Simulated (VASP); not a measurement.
# Cu (Fm-3m) in VASP: notebook

Aim: see how the results for Cu move with the level of theory and the settings. Levels: PBE, r2SCAN. Tasks: relaxation of cell and atoms.

Everything below comes from runs of VASP 6.6.1. Logs are shortened: lines on timing, memory, paths and dates and some standing lists are left out, and cuts for length are marked.

**1. The structure**

It takes space group Fm-3m (No. 225, cubic). Conventional cell: a = 3.615 Å, b = 3.615 Å, c = 3.615 Å, α = 90.00°, β = 90.00°, γ = 90.00°. Cu (site symmetry m-3m) has 12 Cu at 2.56 Å as nearest neighbours.

The cell was built by a generator and needn't be a form met in nature.

**2. Relaxation of cell and atoms, PBE**

INCAR reads:

```
PREC = Accurate
ENCUT = 600
EDIFF = 1E-6
ISMEAR = 1
SIGMA = 0.1
LREAL = F
LASPH = T
NELM = 80
ALGO = Normal
ISIF = 3
LWAVE = F
LCHARG = F
GGA = PE
IBRION = 2
NSW = 90
EDIFFG = -0.01
```

KPOINTS reads:

```
regular mesh
0
Gamma
  18 18 18
```

POSCAR reads:

```
Cu
1.0
    0.0000000000      1.8075000000      1.8075000000
    1.8075000000      0.0000000000      1.8075000000
    1.8075000000      1.8075000000      0.0000000000
Cu
1
Direct
    0.0000000000      0.0000000000      0.0000000000
```

Potentials or basis: VASP PAW PBE potentials, release 64 (Cu).

Launch:

```console
cat potpaw_PBE.64/Cu/POTCAR > POTCAR
mpirun -np 1 vasp_std > vasp.out
```

OUTCAR:

```text
PREC = Accurate
   ENCUT = 600
   EDIFF = 1E-6
   ISMEAR = 1
   LREAL = F
   LASPH = T
   NELM = 80
   ISIF = 3
   GGA = PE
   IBRION = 2
   NSW = 90
   EDIFFG = -0.01

 ion  position               nearest neighbor table
   1  0.000  0.000  0.000-

  LATTYP: Found a face centered cubic cell.
 ALAT       =     3.6150000000

  Lattice vectors:

 A1 = (   0.0000000000,   1.8075000000,   1.8075000000)
 A2 = (   1.8075000000,   0.0000000000,   1.8075000000)
 A3 = (   1.8075000000,   1.8075000000,   0.0000000000)

Analysis of symmetry for initial positions (statically):
=====================================================================
 Subroutine PRICEL returns:
 Original cell was already a primitive cell.

 Routine SETGRP: Setting up the symmetry group for a
 face centered cubic supercell.

 Subroutine GETGRP returns: Found 48 space group operations
 (whereof 48 operations were pure point group operations)
 out of a pool of 48 trial point group operations.

The static configuration has the point symmetry O_h .

Analysis of symmetry for dynamics (positions and initial velocities):
=====================================================================
 Subroutine PRICEL returns:
 Original cell was already a primitive cell.

 Routine SETGRP: Setting up the symmetry group for a
 face centered cubic supercell.

 Subroutine GETGRP returns: Found 48 space group operations
 (whereof 48 operations were pure point group operations)
 out of a pool of 48 trial point group operations.

The dynamic configuration has the point symmetry O_h .

 Subroutine INISYM returns: Found 48 space group operations
 (whereof 48 operations are pure point group operations),
 and found     1 'primitive' translations

----------------------------------------------------------------------------------------

                                     Primitive cell

  volume of cell :      11.8104

  direct lattice vectors                    reciprocal lattice vectors
     0.000000000  1.807500000  1.807500000    -0.276625173  0.276625173  0.276625173
     1.807500000  0.000000000  1.807500000     0.276625173 -0.276625173  0.276625173
     1.807500000  1.807500000  0.000000000     0.276625173  0.276625173 -0.276625173

  length of vectors
     2.556191014  2.556191014  2.556191014     0.479128854  0.479128854  0.479128854

  position of ions in fractional coordinates (direct lattice)
     0.000000000  0.000000000  0.000000000

  ion indices of the primitive-cell ions
   primitive index   ion index
                 1           1

----------------------------------------------------------------------------------------

 KPOINTS: regular mesh

Automatic generation of k-mesh.
 Grid dimensions read from file:
 generate k-points for:   18   18   18

 Generating k-lattice:

  Cartesian coordinates                     Fractional coordinates (reciprocal lattice)
    -0.015368065  0.015368065  0.015368065     0.055555556  0.000000000  0.000000000
     0.015368065 -0.015368065  0.015368065     0.000000000  0.055555556  0.000000000
     0.015368065  0.015368065 -0.015368065     0.000000000  0.000000000  0.055555556

  Length of vectors
     0.026618270  0.026618270  0.026618270

  Shift w.r.t. Gamma in fractional coordinates (k-lattice)
     0.000000000  0.000000000  0.000000000

 Subroutine IBZKPT returns following result:
 ===========================================

 Found    195 irreducible k-points:

 Following reciprocal coordinates:
            Coordinates               Weight
  0.000000  0.000000  0.000000      1.000000
  0.055556  0.000000  0.000000      8.000000
  0.111111  0.000000  0.000000      8.000000
  0.166667  0.000000  0.000000      8.000000
  0.222222  0.000000  0.000000      8.000000
  0.277778  0.000000  0.000000      8.000000
[... 16 lines left out ...]
 -0.277778  0.055556  0.000000     24.000000
 -0.222222  0.055556  0.000000     24.000000
 [... further k-points ...]
   k-points           NKPTS =    195   k-points in BZ     NKDIM =    195   number of bands    NBANDS=      9
   number of dos      NEDOS =    301   number of ions     NIONS =      1
   total plane-waves  NPLWV =   8000
   dimension x,y,z NGX =    20 NGY =   20 NGZ =   20
   dimension x,y,z NGXF=    40 NGYF=   40 NGZF=   40
   ions per type =               1
   NGX,Y,Z   is equivalent  to a cutoff of  13.01, 13.01, 13.01 a.u.
   NGXF,Y,Z  is equivalent  to a cutoff of  26.01, 26.01, 26.01 a.u.
 SYSTEM =  unknown system
   PREC   = accura    normal or accurate (medium, high low for compatibility)
   ISTART =      0    job   : 0-new  1-cont  2-samecut
   ICHARG =      2    charge: 1-file 2-atom 10-const
   ISPIN  =      1    spin polarized calculation?
   LNONCOLLINEAR =      F non collinear calculations
   LSORBIT =      F    spin-orbit coupling
   LASPH  =      T    aspherical Exc in radial PAW
   ENCUT  =  600.0 eV  44.10 Ry    6.64 a.u.   5.11  5.11  5.11*2*pi/ulx,y,z
   NELM   =     80;   NELMIN=  2; NELMDL= -5     # of ELM steps
   EDIFF  = 0.1E-05   stopping-criterion for ELM
   LREAL  =      F    real-space projection
   EDIFFG = -.1E-01   stopping-criterion for IOM
   NSW    =     90    number of steps for IOM
   IBRION =      2    ionic relax: 0-MD 1-quasi-New 2-CG
   NFREE  =      1    steps in history (QN), initial steepest desc. (CG)
   ISIF   =      3    stress and relaxation
   ISYM   =      2    0-nonsym 1-usesym 2-fastsym
   POTIM  = 0.5000    time-step for ionic-motion
   TEBEG  =    0.0;   TEEND  =   0.0 temperature during run
   PSTRESS=    0.0 pullay stress
   NELECT =      11.0000    total number of electrons
   NUPDOWN=      -1.0000    fix difference up-down
   EMIN   =  10.00;   EMAX   =-10.00  energy-range for DOS
   EFERMI =   0.00;   METHOD = LEGACY
   ISMEAR =     1;   SIGMA  =   0.10  broadening in eV -4-tet -1-fermi 0-gaus
   EFERMI_NEDOS =   21; number of points for ismear=-14 and -15
   IALGO  =     38    algorithm
   IMIX   =      4    mixing-type and parameters
     AMIX     =   0.40;   BMIX     =  1.00
     AMIX_MAG =   1.60;   BMIX_MAG =  1.00
  volume/ion in A,a.u.               =      11.81        79.70
  Fermi-wavevector in a.u.,A,eV,Ry     =   1.598763  3.021224 34.777078  2.556043
  Thomas-Fermi vector in A             =   2.696162
   LORBIT       =      0    0 simple, 1 ext, 2 COOP (PROOUT), +10 PAW based schemes
   GGA     = PE    functional components
   LHFCALC =     F    Hartree Fock is set to
   AEXX    =    0.0000 exact exchange contribution
   IVDW    =     0    specifies the selected vdW correction
   LEPSILON=     F    determine dielectric tensor
   LRPA    =     F    only Hartree local field effects (RPA)
 conjugate gradient relaxation of ions
 non-spin polarized calculation
 Methfessel and Paxton  Order N= 1 SIGMA  =   0.10
  energy-cutoff  :      600.00
  volume of cell :       11.81
 maximum number of plane-waves:       411
   NGX = 11   NGY = 11   NGZ = 11

--------------------------------------- Ionic step        1  -------------------------------------------

 number of electron      11.0000001 magnetization

 Free energy of the ion-electron system (eV)
  ---------------------------------------------------
  ext. energy  EPLUGINS =         0.00000000
  ---------------------------------------------------
  free energy    TOTEN  =        -3.72688058 eV

  energy without entropy =       -3.72688558  energy(sigma->0) =       -3.72688225

------------------------ aborting loop because EDIFF is reached ----------------------------------------

  FORCE on cell =-STRESS in cart. coord.  units (eV):
  Direction    XX          YY          ZZ          XY          YZ          ZX
  --------------------------------------------------------------------------------------
  -------------------------------------------------------------------------------------
  Total        0.1899342      0.1899342      0.1899342     -0.0000000     -0.0000000      0.0000000
  in kB       25.7661158     25.7661158     25.7661158     -0.0000000     -0.0000000      0.0000000
  external PRESSURE =      25.7661158 kB  Pullay stress =       0.0000000 kB
[... 55 lines left out ...]
  energy  without entropy=       -3.7280014294  energy(sigma->0) =       -3.72796564

--------------------------------------- Ionic step        3  -------------------------------------------

 number of electron      10.9999996 magnetization

 Free energy of the ion-electron system (eV)
  ---------------------------------------------------
  ext. energy  EPLUGINS =         0.00000000
  ---------------------------------------------------
  free energy    TOTEN  =        -3.72845621 eV

  energy without entropy =       -3.72849424  energy(sigma->0) =       -3.72846889

 E-fermi :   7.3451     XC(G=0): -12.6257

 val. band max:        7.2916499447   @ k =   0.5000   0.3333   0.1667
 cond. band min:       7.3524379081   @ k =   0.5000   0.2778   0.1111
 fundamental gap:      0.0607879634
 Fermi energy:         7.3451367865

 k-point     1 :       0.0000    0.0000    0.0000
  band No.  band energies     occupation
      1      -1.8461      2.00000
      2       4.4071      2.00000
      3       4.4071      2.00000
      4       4.4071      2.00000
      5       5.2078      2.00000
      6       5.2078      2.00000
      7      29.8314      0.00000
      8      32.3437      0.00000
      9      32.3437      0.00000
[... 265 lines left out ...]
 k-point    24 :      -0.2222    0.0556    0.0000
  band No.  band energies     occupation
      1       0.2040      2.00000
      2       4.1245      2.00000
      3       4.5600      2.00000
      4       4.5972      2.00000
      5       5.1620      2.00000
      6       5.3991      2.00000
      7      20.2066      0.00000
      8      27.1298      0.00000
      9      30.8292      0.00000

 [... further k-points ...]

------------------------ aborting loop because EDIFF is reached ----------------------------------------

  FORCE on cell =-STRESS in cart. coord.  units (eV):
  Direction    XX          YY          ZZ          XY          YZ          ZX
  --------------------------------------------------------------------------------------
  -------------------------------------------------------------------------------------
  Total        0.0052048      0.0052048      0.0052048      0.0000000      0.0000000      0.0000000
  in kB        0.6940743      0.6940743      0.6940743      0.0000000      0.0000000      0.0000000
  external PRESSURE =       0.6940743 kB  Pullay stress =       0.0000000 kB
[... 16 lines left out ...]
  FREE ENERGIE OF THE ION-ELECTRON SYSTEM (eV)
  ---------------------------------------------------
  free  energy   TOTEN  =        -3.7284562115 eV

  energy  without entropy=       -3.7284942401  energy(sigma->0) =       -3.72846889

 reached required accuracy - stopping structural energy minimisation
```

It took 17 s on 1 thread of Intel Xeon 6975P-C (Granite Rapids), shared host; peak memory 0.15 GiB.

What came out:

```
Free energy                            : -3.7285 eV
Relaxed volume                         : 12.01 Å³/atom
Relaxed cell                           : a = 2.571 Å, b = 2.571 Å, c = 2.571 Å, α = 60.00°, β = 60.00°, γ = 60.00°
Space group after relaxing (to 0.05 Å) : Fm-3m (No. 225)
Energy gained by relaxing              : 1.6 meV/atom
Ionic steps                            : 3
Pressure after relaxing                : 0.1 GPa
Band gap on the k mesh                 : none (metal or under the smearing width)
```

The path:
```tsv
step	energy change (eV)	largest force (eV/Å)	pressure (GPa)	volume (Å³)
1	0.0000	0.0000	2.58	11.81
2	-0.0011	0.0000	-1.33	12.14
3	-0.0016	0.0000	0.07	12.01
```

Final structure:
```cif
data_structure
_symmetry_space_group_name_H-M 'P 1'
_symmetry_Int_Tables_number 1
_cell_length_a 2.5708
_cell_length_b 2.5708
_cell_length_c 2.5708
_cell_angle_alpha 60.000
_cell_angle_beta 60.000
_cell_angle_gamma 60.000
_cell_volume 12.01
loop_
_atom_site_label
_atom_site_type_symbol
_atom_site_fract_x
_atom_site_fract_y
_atom_site_fract_z
_atom_site_occupancy
Cu1 Cu 0.00000 0.00000 0.00000 1
```

Levels at points of the mesh, in eV from the Fermi level:
```
           k point  band 3  band 4  band 5  band 6  band 7  band 8  band 9
(0.00, 0.00, 0.00)   -2.94   -2.94   -2.14   -2.14   22.49   25.00   25.00
(0.50, 0.00, 0.00)   -2.97   -1.58   -1.58   -0.92    3.70   20.99   21.84
(0.50, 0.50, 0.00)   -1.60   -1.44   -1.44    1.54    7.03   12.98   12.98
```

**3. Relaxation of cell and atoms, PBE**

This run uses another cell than the first one, of 12.01 Å³/atom, 1.017 times its volume.

INCAR: that of step 2 with these lines changed.

```diff
@@ -2,3 +2,3 @@
 ENCUT = 600
-EDIFF = 1E-6
+EDIFF = 1E-7
 ISMEAR = 1
@@ -15,2 +15,2 @@
 NSW = 90
-EDIFFG = -0.01
+EDIFFG = -0.005
```

KPOINTS is that of step 2.

POSCAR reads:

```
Cu                                      
1.0
   -0.0000000000      1.8178591655      1.8178591655
    1.8178591655     -0.0000000000      1.8178591655
    1.8178591655      1.8178591655      0.0000000000
  Cu            
     1
Direct
     0.0000000000000000    0.0000000000000000    0.0000000000000000
```

Potentials or basis: VASP PAW PBE potentials, release 64 (Cu).

Launch:

```console
cat potpaw_PBE.64/Cu/POTCAR > POTCAR
mpirun -np 1 vasp_std > vasp.out
```

Wall time 8.9 s (1 thread of Intel Xeon 6975P-C (Granite Rapids), shared host); peak memory 0.15 GiB.

Results (log left out):

```yaml
Free_energy: -3.7285 eV
Pressure_after_relaxing: 0.0 GPa
Band_gap_on_the_k_mesh: none (metal or under the smearing width)
```

Final structure:
```xyz
1
Lattice="0.0000 1.8179 1.8179 1.8179 0.0000 1.8179 1.8179 1.8179 0.0000" Properties=species:S:1:pos:R:3 pbc="T T T"
Cu    0.0000    0.0000    0.0000
```

Levels at points of the mesh, in eV from the Fermi level:
```
           k point  band 2  band 3  band 4  band 5  band 6  band 7  band 8  band 9
(0.00, 0.00, 0.00)   -2.94   -2.94   -2.94   -2.14   -2.14   22.49   25.00   25.00
(0.50, 0.00, 0.00)   -2.97   -2.97   -1.58   -1.58   -0.92    3.70   20.99   21.84
(0.50, 0.50, 0.00)   -4.30   -1.60   -1.44   -1.44    1.54    7.03   12.98   12.98
```

Caveat: the relaxation stopped at its first step, so nothing moved.

(Part 1 of 2 ends here.)
